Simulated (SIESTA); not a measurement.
# Ag under changes of volume

One of the cells (17.048 Å³/atom); the others are scaled copies at fixed shape and fractional positions:

```
CELL_PARAMETERS angstrom
0.00000 2.04275 2.04275
2.04275 0.00000 2.04275
2.04275 2.04275 0.00000
ATOMIC_POSITIONS crystal
Ag 0.00000 0.00000 0.00000
```

```yaml
Program: SIESTA 5.4.2
Functional: PBE
Potentials_or_basis: Ansatz (PBE files)
Basis: DZP (energy shift 0.002 Ry)
Grid_cutoff: 800 Ry
Energy_shift: 0.002 Ry
k_mesh: 11 × 11 × 11
Occupations: fermi-dirac, width 0.05 eV
Spin: no spin polarisation
```

| volume (Å³/atom) | energy over the lowest point (meV/atom) | pressure (GPa) |
| --- | --- | --- |
| 16.025 | 63.89 | 13.3 |
| 16.366 | 39.15 | 10.1 |
| 16.707 | 21.17 | 7.1 |
| 17.048 | 9.60 | 4.6 |
| 17.389 | 2.56 | 2.3 |
| 17.730 | 0.00 | 0.4 |
| 18.071 | ? | ? |

Problem. What does the run at 18.071 Å³/atom give?

Solution. Energy over the lowest point 1.38 meV/atom; pressure -1.4 GPa.

Worked out: A Birch-Murnaghan fit of order 3 (a polynomial in V^(-2/3)) to the other rows has its minimum at 17.81 Å³/atom, just outside them, with B0 = V·E''(V) = 82 GPa (rough, since the energies scatter). It gives 0.83 meV/atom at 18.071 Å³/atom, against the run's 1.38, and -dE/dV = -1.1 GPa, against -1.4.

Energies are extrapolated to zero smearing.

Caveats: semicore shells carry a single zeta, which can move pressures by several GPa and volumes by a few percent; the basis of atomic orbitals isn't converged, which shifts pressures, moduli and gaps.
